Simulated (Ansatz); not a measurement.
Ansatz input

```yaml
crystal:
  lattice:
    - [2.6061583264, 0.0, 0.0]
    - [-1.3030791632, 2.256999317, 0.0]
    - [0.0, 0.0, 9.2029657953]
  atoms:
    - { symbol: Cr, position: [1.0, 1.0, 1.0], spin: 1.5 }
    - { symbol: Cr, position: [1.0, 1.0, 0.5], spin: 1.5 }
    - { symbol: Cr, position: [0.3333333333, 0.6666666667, 0.25], spin: 1.5 }
    - { symbol: Cr, position: [0.6666666667, 0.3333333333, 0.75], spin: 1.5 }
hamiltonian:
  xc: revpbe
  pseudopotentials:
    kind: paw
    azcp:
      Cr: "pseudopotentials/Cr.paw.azcp"
basis:
  ecutwfc: 420
  fft_grid_basis: typed
kpoints:
  mp_grid: { grid: [16, 16, 4], shift: [0, 0, 0] }
magnetization:
  spin_polarized: true
scf:
  occupations: { method: fermi_dirac, width: 0.05 }
  lower_state_search: "off"
output:
  stress: true
```

and its output:

```
Engine: ansatz 0.2.0, aarch64-unknown-linux-gnu
Pseudopotentials: kind: paw
Pseudopotential: Cr, paw, valence charge 14, recommended cutoff 420 eV (normal) 
Functional definition: revPBE
  parameter kappa = 1.245
  parameter beta = 0.06672455060314922
  exchange = pbe_x(kappa = kappa, mu = beta*pi^2/3)
  correlation = pbe_c(beta = beta)
Crystal: 4 atoms, lattice volume = 54.133 Å³
Basis set: ecut = 420 eV, 1081 PW (Γ)
Bands: 38, of which v1, the nominal top of the filled ones, is band 28 counted from 1 (27 counted from 0)
Symmetry: 24 space group operations
Space group: P63/mmc (ITA 194), of the structure as read, at distance tolerance 3.8e-5 Å
Magnetic group: BNS 194.263 (UNI 1493), of the structure as read, at distance tolerance 3.8e-5 Å
k-points: 90 of 1024
Non-local potential: Cr, projectors of the file, l = 0: 3, l = 1: 2, l = 2: 3, l = 3: 1
PAW form: soft (Blöchl's): semilocal exchange-correlation on the pseudo side does not see the compensation charge
PAW frozen core: Cr, regenerated for the run's functional, and the local potential with it (the file was generated under x = pbe(κ = 0.804, μ = 0.2195149727645171), c = pbe(β = 0.06672455060314922))
PAW one-centre angular grid: Cr, 590 points (default); XC on 64 Gauss nodes
Initial density: superposition of atomic densities (chi_scale 0.1, normalization cell)
Starting moments: Σ|m| = 6 μB on 4 of 4 sites
Initial wavefunctions: pseudopotential atomic-orbital guess
Functional: x = revpbe(κ = 1.245, μ = 0.2195149727645171), c = pbe(β = 0.06672455060314922)
SCF iter   1: F=—  HF=-13527.574830 eV  |F-HF|=—  |Δ(HF+E_count)|=         —  Δρ=1.89e-1 (↑1.89e-1 ↓5.67e-2)  dr2=2.52e1  dr2_m=3.06e0  M=3.101 μB ∫|m|=3.103 μB  β_m=0.30  ethr=3.10e-3  ⟨swp⟩=3.4  Hψ=20205  notcnv=0
SCF iter   2: F=—  HF=-13522.941206 eV  |F-HF|=—  |Δ(HF+E_count)|=    4.63e0  Δρ=9.83e-2 (↑9.83e-2 ↓3.30e-2)  dr2=6.23e0  dr2_m=1.17e0  M=3.288 μB ∫|m|=3.293 μB  β_m=0.30  ethr=3.10e-3  ⟨swp⟩=2.2  Hψ=14170  notcnv=0  defer=311
SCF iter   3: F=—  HF=-13521.691284 eV  |F-HF|=—  |Δ(HF+E_count)|=    1.25e0  Δρ=3.97e-2 (↑3.12e-2 ↓3.97e-2)  dr2=1.31e0  dr2_m=3.66e-1  M=3.499 μB ∫|m|=3.504 μB  β_m=0.30  ethr=3.10e-3  ⟨swp⟩=2.8  Hψ=13743  notcnv=0  defer=303
SCF iter   4: F=—  HF=-13521.971997 eV  |F-HF|=—  |Δ(HF+E_count)|=   2.81e-1  Δρ=6.10e-2 (↑6.10e-2 ↓5.24e-2)  dr2=9.78e0  dr2_m=3.24e-1  M=3.251 μB ∫|m|=3.259 μB  β_m=0.30  ethr=2.34e-3  ⟨swp⟩=2.4  Hψ=10387  notcnv=0  defer=199
SCF iter   5: F=—  HF=-13521.647778 eV  |F-HF|=—  |Δ(HF+E_count)|=   3.24e-1  Δρ=2.93e-2 (↑2.93e-2 ↓1.79e-2)  dr2=8.05e-2  dr2_m=2.70e-1  M=2.962 μB ∫|m|=2.970 μB  β_m=0.30  ethr=2.34e-3  ⟨swp⟩=2.9  Hψ=11939  notcnv=0  defer=194
SCF iter   6: F=—  HF=-13521.656797 eV  |F-HF|=—  |Δ(HF+E_count)|=   9.02e-3  Δρ=2.01e-2 (↑1.82e-2 ↓2.01e-2)  dr2=2.44e-3  dr2_m=1.81e-1  M=2.825 μB ∫|m|=2.833 μB  β_m=0.30  ethr=1.44e-4  ⟨swp⟩=2.7  Hψ=12670  notcnv=0  defer=194
...
iter 31 did not close the SCF: its close was put off for a magnetic moment that had not settled (scf_convergence_deferred on its scf_iter line)
SCF iter  31: F=-13521.823391 eV  HF=-13521.823391 eV  |F-HF|=3.58e-9  |Δ(HF+E_count)|=   2.77e-8  Δρ=2.25e-6 (↑1.25e-6 ↓2.25e-6)  dr2=4.53e-9  dr2_m=5.68e-10  M=0.000 μB ∫|m|=0.000 μB  β_m=0.61  ethr=1.10e-10  ⟨swp⟩=3.0  Hψ=17821  notcnv=0
iter 32 did not close the SCF: its close was put off for a magnetic moment that had not settled (scf_convergence_deferred on its scf_iter line)
SCF iter  32: F=-13521.823391 eV  HF=-13521.823391 eV  |F-HF|=4.91e-11  |Δ(HF+E_count)|=  7.06e-10  Δρ=7.38e-7 (↑7.38e-7 ↓7.38e-7)  dr2=3.79e-10  dr2_m=1.97e-10  M=0.000 μB ∫|m|=0.000 μB  β_m=0.80  ethr=8.10e-12  ⟨swp⟩=1.0  Hψ=16503  notcnv=0
SCF iter  33: F=-13521.823391 eV  HF=-13521.823391 eV  |F-HF|=1.98e-9  |Δ(HF+E_count)|=  7.22e-10  Δρ=8.58e-7 (↑8.58e-7 ↓5.87e-7)  dr2=2.08e-9  dr2_m=2.72e-11  M=0.000 μB ∫|m|=0.000 μB  ethr=1.00e-12  ⟨swp⟩=1.0  Hψ=18193  notcnv=0
WARN: the starting moments were not kept: the SCF closed with an absolute magnetisation of 4.3e-5 μB, where they sum to 6 μB in size (4 sites). That is at most 0.1 of that sum. Measured as dr2_m measures the in/out step, that magnetisation stands 5.7e-10 eV from none, at or under the dr2_threshold of 1.0e-7 eV: it is no larger than a step whose dr2_m would equal this threshold. The system may hold no moment; this SCF shows only that its start led to no more than that. To try another start: raise the starting moments (crystal.atoms[].spin, magnetization.per_species, magnetization.initial_magnetization, or on a non-collinear deck that types none of these the spinor_matrix: blocks that start its atoms; where the total moment is fixed, keep their sum and leave initial_magnetization as it is; typed ones take the place of any that the run laid by itself, positive ones on a crystal's lanthanoids without a Hubbard term where scf.initial_density.shell_occupations: [] is typed) or, if the notice of its spin-set hold's release reads "site moments contracting" or "site moments show no strong build", lengthen the hold (scf.mixing.spin_hold: { on: { confirm: 4 } }; for m-r²SCAN on two components see the key's manual first). Each may lead to a state that holds a moment. A second SCF, from the converged charge density, with the starting moments and any scf.initial_density.shell_occupations laid on it anew, would have followed, and was not run: the deck does not ask for one (magnetization.retry_lost_moments is false, the default). To let it run, set magnetization.retry_lost_moments: true and run the deck again, where that key's refused combinations let it; where memory then withholds it, that run's warning says so.
SCF 1 converged in 33 iterations: F = -13521.823391 eV  dr2 = 2.08e-9
SCF converged after 33 iterations
Magnetization: 0.0000 μB (28.0000 up, 28.0000 down)
Absolute magnetization: 0.0000 μB (∫|ρ↑−ρ↓|, with the PAW one-centre terms)
Spin contamination: 0.0000 ħ² per cell (⟨S²⟩ above its minimum at these occupations)
Per-site moments (μB) at R_I (Å): [(1.6052394789411176e-5, 1.075040309652685), (1.605239478932622e-5, 1.075040309652685), (-1.9867912192055023e-6, 1.075040309652685), (-1.986791219225629e-6, 1.075040309652685)]
Free energy (F): -13521.823391 eV
Harris-Foulkes:  -13521.823391 eV  (|F-HF|=1.98e-9)
Internal energy: -13521.762640 eV  (E = F + TS)
E sigma→0 (E₀):  -13521.793016 eV
Entropy (-TS):   -0.060751 eV (-15.188 meV/atom)
Fermi energy:    16.048992 eV
--- Per-component energies (eV) ---
  E_band       = -747.531437
  E_kinetic    = 1359.609361
  E_local      = -5264.329195  (includes V_loc(G=0)·N_el)
  E_nonlocal   = 310.217951
  E_hartree    = 2253.113445
  E_xc         = -555.226933
  E_vxc        = -707.032914  (∫ρ·V_xc dr)
  E_paw        = -4789.996670  (= ΣΔE_a)
  E_vpaw       = -952.224731  (= ΣTr[D̂ρ^β])
  E_aug_tail   = 0.001373  (compensation charges beyond the density's cutoff)
  E_ewald      = -6835.006276
  E_core_change = -0.145697  (= ΣΔE_core)
  E_smearing   = -0.060751  (= −TS)
  E_closure    = -0.000000  (closes the sum)
  Σ components = -13521.823391   (vs F -13521.823391, Δ=0.00e0)
--- Stress (GPa, compression-positive) ---
      -20.858595       0.000000       0.000000
        0.000000     -20.858595       0.000000
        0.000000       0.000000     -18.944029
  P = ⅓ Tr σ = -20.2204 GPa (-202.204 kbar)
```
